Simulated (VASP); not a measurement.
HfN, 4 atoms in the cell. It takes space group P6_3/mmc (No. 194, hexagonal). The conventional cell has a = 3.134 Å, b = 3.134 Å, c = 5.417 Å, α = 90.00°, β = 90.00°, γ = 120.00°. Hf (site symmetry -6m2) has 6 N at 2.26 Å as nearest neighbours. Around N (site symmetry -3m) lie 6 Hf at 2.26 Å. The cell comes from a database or a generator and needn't be the stable form of this composition.

```yaml
Program: VASP 6.6.1
Task: single point
Functional: PBE
Potentials_or_basis: VASP PAW PBE potentials, release 64 (Hf_pv, N)
Cutoff: 520 eV
k_mesh: 10 × 10 × 5
Occupations: fermi-dirac, width 0.05 eV
Spin: no spin polarisation
Further_INCAR_settings: ALGO = Normal; EDIFF = 1e-07; NBANDS = 23
```

Potentials or basis: VASP PAW PBE potentials, release 64 (Hf_pv, N).

Command:

```bash
$ cat potpaw_PBE.64/Hf_pv/POTCAR potpaw_PBE.64/N/POTCAR > POTCAR
$ mpirun -np 1 vasp_std > vasp.out
```

Hardware: 1 thread of Intel(R) Xeon(R) Platinum 8488C (Sapphire Rapids), with other jobs on the host.

Question: Estimate the wall time of this run.

Answer: Run time: 28 s on 1 thread of Intel(R) Xeon(R) Platinum 8488C (Sapphire Rapids) (shared host), peak memory 0.17 GiB. Counts: scf iterations 14, k points 42.
